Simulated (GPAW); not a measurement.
The system is TiCo2.

```
CELL_PARAMETERS angstrom
0.00000 3.35200 3.35200
3.35200 0.00000 3.35200
3.35200 3.35200 0.00000
ATOMIC_POSITIONS crystal
Co 0.12500 0.62500 0.12500
Co 0.12500 0.12500 0.62500
Co 0.62500 0.12500 0.12500
Co 0.12500 0.12500 0.12500
Ti 0.75000 0.75000 0.75000
Ti 0.50000 0.50000 0.50000
```

Base run:

```yaml
Program: GPAW 26.7.0
Functional: PBEsol
Potentials_or_basis: PAW data sets generated in the run's folder for this functional
Cutoff: 600 eV
Basis: pw
k_mesh: 7 × 7 × 7
Occupations: fermi-dirac, width 0.05 eV
Spin: collinear spin, ferromagnetic start
Starting_moments: "[2.0, 2.0, 2.0, 2.0, 1.0, 1.0] μB"
```

Its results: band gap on the k mesh none (metal or under the smearing width); pressure -11.6 GPa.

Problem. The run is repeated on the same cell with these changes: spin from collinear spin, ferromagnetic start to no spin polarisation. What comes out?

Solution. Band gap on the k mesh none (metal or under the smearing width); pressure -13.5 GPa.
